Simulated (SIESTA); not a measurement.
Runs of SIESTA 5.4.2 on PbSe (Clausthalite). Symmetry: Fm-3m, No. 225, cubic system. The conventional cell has a = 6.121 Å, b = 6.121 Å, c = 6.121 Å, α = 90.00°, β = 90.00°, γ = 90.00°. Pb (site symmetry m-3m) has 6 Se at 3.06 Å as nearest neighbours. Around Se (site symmetry m-3m) lie 6 Pb at 3.06 Å. 

```csv
task,level,potentials or basis,spin,cell,k mesh,displacement,optimiser,force tolerance,stress tolerance (GPa),broadening (eV),grid cutoff,energy shift,gap on the mesh (eV),pressure (GPa),moment (μB)
relaxation of cell and atoms,optB88-vdW,"PseudoDojo 0.4 standard (PBE files, fully relativistic), SZP (energy shift 0.002 Ry)","non-collinear, ferromagnetic start, SOC",relaxed,6 × 6 × 6,-,Broyden,0.01 eV/Å,0.05,-,500 Ry,0.002 Ry,(a),0.0,0.00
density of states,SVWN5,"PseudoDojo 0.4 stringent (PBE files, fully relativistic), DZP (energy shift 0.01 Ry)","non-collinear, ferromagnetic start, SOC",as given,6 × 6 × 6,-,-,-,-,0.2 eV,500 Ry,0.01 Ry,(b),-12.1,0.00
single point,xPBE,"PseudoDojo 0.4 standard (PBE files, fully relativistic), TZDP (energy shift 0.002 Ry)","non-collinear, random start, SOC",as given,6 × 6 × 6,-,-,-,-,-,500 Ry,0.002 Ry,0.01,-,0.00
single point,PBE,"PseudoDojo 0.4 standard (PBE files), DZP (energy shift 0.002 Ry)",off,as given,8 × 8 × 8,-,-,-,-,-,500 Ry,0.002 Ry,0.39,4.1,-
```

Alike in all rows: smearing fermi-dirac 0.05 eV.

**Question.** Estimate the missing entries.

**Answer.** (a) 0.33; (b) 0.57.

Caveats: the basis of atomic orbitals isn't converged, which shifts pressures, moduli and gaps; the potentials were made for another functional, which shifts forces and pressure (some runs); semicore shells carry a single zeta, which can move pressures by several GPa and volumes by a few percent (some runs); the valence orbitals were made in a potential fitted to the semicore shell under them, which widens gaps by tenths of an eV or more (some runs); with moments that point in different directions the gradient correction is approximate, so stress is left out (some runs); spin-orbit coupling is left out, which as a rule narrows the gap of such compounds by several tenths of an eV (some runs).

A k mesh can miss the band edges, and rows without SOC leave out spin-orbit coupling on Pb, Se.

The runs don't all hold the same shells in valence.
